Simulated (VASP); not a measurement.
Wanted: the native input for a VASP 6.6.1 run.

* Task: relaxation of cell and atoms
* Functional: PBE
* Potentials or basis: VASP PAW PBE potentials, release 64 (Ti_sv)
* Cutoff: 520 eV
* k mesh: 19 × 19 × 19
* Occupations: gaussian, width 0.1 eV
* Spin: no spin polarisation
* Further INCAR settings: ALGO = Normal; EDIFF = 1e-06; IBRION = 2; EDIFFG = -0.01; NSW = 90; ISIF = 3

The structure of Ti lies in POSCAR:

```
Ti
1.0
   -1.6410000000      1.6410000000      1.6410000000
    1.6410000000     -1.6410000000      1.6410000000
    1.6410000000      1.6410000000     -1.6410000000
Ti
1
Direct
    0.0000000000      0.0000000000      0.0000000000
```

This isn't the form of Ti at room conditions, which is hcp.

These files were run (other wordings do the same):

INCAR

```
SYSTEM = Ti
PREC     = Accurate       ! precision mode
ENCUT    = 520            ! plane-wave cutoff, eV
EDIFF    = 1E-6           ! SCF threshold, eV
ISMEAR   = 0              ! smearing method
SIGMA    = 0.1            ! smearing width, eV
LREAL    = .FALSE.        ! projectors in reciprocal space
LASPH    = .TRUE.         ! aspherical terms in the spheres
NELM     = 120            ! most SCF steps
ALGO     = Normal         ! electronic algorithm
ISIF     = 3              ! what is computed and relaxed
LWAVE    = .FALSE.        ! write WAVECAR
LCHARG   = .FALSE.        ! write CHGCAR
GGA      = PE             ! functional
IBRION   = 2              ! ionic algorithm
NSW      = 90             ! ionic steps
EDIFFG   = -0.01          ! ionic threshold
```

KPOINTS

```
Automatic mesh
0
G
  19 19 19
  0 0 0
```

Potentials or basis: VASP PAW PBE potentials, release 64 (Ti_sv).

Run with:

```bash
$ cat potpaw_PBE.64/Ti_sv/POTCAR > POTCAR
$ mpirun -np 1 vasp_std > vasp.out
```

Results of the run:

| Item | Value |
| --- | --- |
| Relaxed volume | 17.21 Å³/atom |
| Relaxed cell | a = 2.817 Å, b = 2.817 Å, c = 2.817 Å, α = 109.47°, β = 109.47°, γ = 109.47° |
| Space group after relaxing (to 0.05 Å) | Im-3m (No. 229) |
| Energy gained by relaxing | 4.1 meV/atom |
| Ionic steps | 3 |
| Pressure after relaxing | 0.0 GPa |
| Band gap on the k mesh | none (metal or under the smearing width) |

It took 27 s on 1 thread of Intel(R) Xeon(R) 6975P-C (Granite Rapids) (shared host), peak memory 0.18 GiB.
